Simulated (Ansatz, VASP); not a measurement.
## AlN in VASP and in Ansatz

Contents of INCAR:

```
ALGO     = Normal         # electronic algorithm
EDIFF    = 1E-6           # SCF threshold, eV
ENCUT    = 520            # plane-wave cutoff, eV
GGA      = PE             # functional
ISIF     = 2              # what is computed and relaxed
ISMEAR   = 0              # smearing method
LASPH    = T              # aspherical terms in the spheres
LCHARG   = F              # write CHGCAR
LREAL    = F              # projectors in reciprocal space
LWAVE    = F              # write WAVECAR
NBANDS   = 11             # bands
NELM     = 80             # most SCF steps
PREC     = Accurate       # precision mode
SIGMA    = 0.05           # smearing width, eV
```

The input KPOINTS:

```
k-points
0
Gamma
  10 10 10
```

Contents of POSCAR:

```
AlN
1.0
   -0.6432500846      1.7689377327      1.7689377327
    1.7689377327     -0.6432500846      1.7689377327
    1.7689377327      1.7689377327     -0.6432500846
Al N
1 1
Direct
    0.5000000000      0.5000000000      0.5000000000
    0.0000000000      0.0000000000      0.0000000000
```

Input for Ansatz:

```yaml
crystal:
  lattice:
    - [-0.6432500846, 1.7689377327, 1.7689377327]
    - [1.7689377327, -0.6432500846, 1.7689377327]
    - [1.7689377327, 1.7689377327, -0.6432500846]
  atoms:
    - { symbol: Al, position: [0.5, 0.5, 0.5] }
    - { symbol: "N", position: [0.0, 0.0, 0.0] }
basis:
  ecutwfc: 420
kpoints:
  mp_grid: { grid: [10, 10, 10] }
hamiltonian:
  xc: pbe
scf:
  occupations: { method: gaussian, width: 0.05 }
output:
  forces: true
  stress: true
  eigenvalues: true
```

Alike in both runs: task single point; functional PBE; k mesh 10 × 10 × 10; occupations gaussian, width 0.05 eV; no spin polarisation.

```csv
,VASP,Ansatz
version,VASP 6.6.1,Ansatz 0.2.0
potentials or method,"VASP PAW PBE potentials, release 64 (Al, N)","scalar-relativistic, plane waves, PAW"
plane-wave cutoff (eV),520,420
valence electrons in the cell,8,8
```

|  | VASP | Ansatz | Ansatz less VASP |
| --- | --- | --- | --- |
| gap on the k mesh at the Fermi level (eV) | none | none | - |
| pressure (GPa) | 10.7 | 10.9 | +0.15 |
| largest component of the traceless stress (GPa) | 20.61 | 20.63 | +0.022 |

A gap of «none» marks a metal or a gap that the smearing closes.
